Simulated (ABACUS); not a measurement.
The system is GaP.

```xyz
2
Lattice="0.0000 2.7252 2.7252 2.7252 0.0000 2.7252 2.7252 2.7252 0.0000" Properties=species:S:1:pos:R:3 pbc="T T T"
Ga    0.0000    0.0000    0.0000
P     4.0879    4.0879    4.0879
```

* Program: ABACUS 3.10.1
* Task: relaxation of cell and atoms
* Functional: OLYP
* Potentials or basis: PseudoDojo NC SR 0.4.1 PBE standard
* Cutoff: 1102 eV
* Density cutoff: 4408 eV
* Basis: plane waves
* k mesh: 6 × 6 × 6
* Occupations: fermi-dirac, width 0.05 eV
* Spin: no spin polarisation

At the start: pressure 4.0 GPa; volume 20.24 Å³/atom.

Problem. How do energy, volume and symmetry change on relaxing?

Solution. Over 3 steps the energy falls by 12.0 meV/atom and the volume is 21.25 Å³/atom (+5.0 %); space group F-43m (No. 216, to 0.05 Å).

Step by step:
```
step  energy change (eV)  largest force (eV/Å)  pressure (GPa)  volume (Å³)
   1              0.0000                0.0000            3.96        40.48
   2             -0.0178                0.0000           -1.76        43.59
   3             -0.0240                0.0000           -0.01        42.50
```

Final structure:
```yaml
crystal:
  lattice:
    - [0.00000, 2.76989, 2.76989]
    - [2.76989, 0.00000, 2.76989]
    - [2.76989, 2.76989, 0.00000]
  atoms:
    - { symbol: Ga, position: [0.00000, 0.00000, 0.00000] }
    - { symbol: P, position: [0.75000, 0.75000, 0.75000] }
```

Caveat: the potentials were made for another functional, which shifts forces and pressure.
